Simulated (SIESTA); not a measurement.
C:

```
C
1.0
     2.52210    0.00000    0.00000
    -1.26105    2.18420    0.00000
     0.00000    0.00000   12.35570
C
12
Direct
  0.66667 0.33333 0.35417
  0.33333 0.66667 0.85417
  0.66667 0.33333 0.14583
  0.33333 0.66667 0.64583
  0.66667 0.33333 0.47917
  0.33333 0.66667 0.97917
  0.66667 0.33333 0.02083
  0.33333 0.66667 0.52083
  0.00000 0.00000 0.81250
  0.00000 0.00000 0.31250
  0.00000 0.00000 0.68750
  0.00000 0.00000 0.18750
```

This is a hexagonal form of diamond, not graphite.

Base run:

| Quantity | Value |
| --- | --- |
| Program | SIESTA 5.4.2 |
| Functional | PBE |
| Potentials or basis | SG15 1.2 (PBE files) or PseudoDojo by element |
| Basis | DZP (energy shift 0.003 Ry) |
| Grid cutoff | 500 Ry |
| Energy shift | 0.003 Ry |
| k mesh | 12 × 12 × 3 |
| Occupations | fermi-dirac, width 0.05 eV |
| Spin | no spin polarisation |

Its results: band gap on the k mesh 4.51 eV, indirect (least direct gap 5.37 eV); pressure 8.1 GPa; largest force 0.355 eV/Å.

Task: The run is repeated on the same cell with these changes: potentials or basis from SG15 1.2 (PBE files) or PseudoDojo by element to PseudoDojo 0.4 standard (PBE files); basis from DZP (energy shift 0.003 Ry) to SZ (energy shift 0.003 Ry). What comes out?

Result: Band gap on the k mesh 6.18 eV, direct; pressure 23.6 GPa; largest force 0.406 eV/Å.

Caveats: the basis of atomic orbitals isn't converged, which shifts pressures, moduli and gaps; the basis has no polarisation orbitals (some runs); so large a pressure means that the cell lies far from this level's equilibrium, or that cutoff or potentials fall short (some runs).
